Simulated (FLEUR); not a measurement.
## Ru: equation of state with PBE

Ru:

```xyz
2
Lattice="2.7058 0.0000 0.0000 -1.3529 2.3433 0.0000 0.0000 0.0000 4.2819" Properties=species:S:1:pos:R:3 pbc="T T T"
Ru    1.3529    0.7811    3.2114
Ru    0.0000    1.5622    1.0705
```

```yaml
Program: FLEUR MaX-R8.1 (later development tree)
Task: equation of state
Functional: PBE
Potentials_or_basis: all-electron
Basis: FLAPW
Kmax: 3.5 1/bohr
k_mesh: 11 × 11 × 6
Occupations: fermi-dirac, width 0.05 eV
Spin: no spin polarisation
inpgen_profile: veryFastHighL
Gmax: 17.5 1/bohr
Muffin-tin_radii: Ru 2.25 bohr
lmax: Ru 8
Local_orbitals_a_species: Ru 5
```

| Quantity | Value |
| --- | --- |
| Equilibrium volume | 13.70 Å³/atom |
| Bulk modulus at fixed shape and positions | 322 GPa |

Energy against volume, from the lowest point:
| volume (Å³/atom) | energy (meV/atom) |
| --- | --- |
| 12.760 | 72.95 |
| 13.032 | 35.01 |
| 13.575 | 0.00 |
| 14.118 | 11.04 |
| 14.389 | 30.59 |

Caveat: the plane-wave cutoff is short for the semicore states, which can make moduli rough; the cell was scaled at fixed shape and fractional positions, which overstates the stiffness of a crystal with free parameters, most of all of layers and chains.
